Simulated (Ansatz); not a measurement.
## What a trial cell of As relaxes into

Computed with DFT PBE, scalar-relativistic, plane waves, PAW in Ansatz 0.2.0. Cutoff 420 eV, Γ-centred k mesh, Gaussian smearing, no spin polarisation in the final step.

The start puts As on the diamond structure type (Fd-3m, No. 227), at a guessed volume.

```
As
1.0
     0.00000    2.82641    2.82641
     2.82641    0.00000    2.82641
     2.82641    2.82641    0.00000
As
2
Direct
  0.50000 0.50000 0.50000
  0.75000 0.75000 0.75000
```

Steps on the 6×6×6 mesh (2 atoms). 5 of 5 steps are shown, and the free energy counts from the last. Trial steps that were taken back and renewals of the plane-wave basis can be among the rows.

| step | ΔF (meV/atom) | V (Å³/atom) | P (GPa) |
| --- | --- | --- | --- |
| 1 | 299.1 | 22.58 | 18.47 |
| 2 | 47.4 | 26.04 | 5.88 |
| 3 | 4.9 | 28.05 | 1.23 |
| 4 | 2.4 | 28.77 | -0.06 |
| 5 | 0.0 | 28.77 | 0.10 |

A final relaxation ran on a 16×16×16 mesh. The relaxed crystal, Fd-3m (No. 227):

```
As
1.0
     0.00000    3.05643    3.05643
     3.05643    0.00000    3.05643
     3.05643    3.05643    0.00000
As
2
Direct
  0.50000 0.50000 0.50000
  0.75000 0.75000 0.75000
```

```yaml
Volume_per_atom: 28.55 Å³
Density: 4.36 g/cm³
Energy_over_the_standard_structure: 0.32 eV/atom
Gap_on_the_16×16×16_mesh: 0 eV (a metal)
```

Energies count from the standard state of As at the same level.

The final run used a 16×16×16 mesh on its 2-atom cell and 0.10 eV smearing. The k mesh leaves about 4 meV/atom of noise in metals.

A structure relaxed within its symmetry needn't be a true minimum.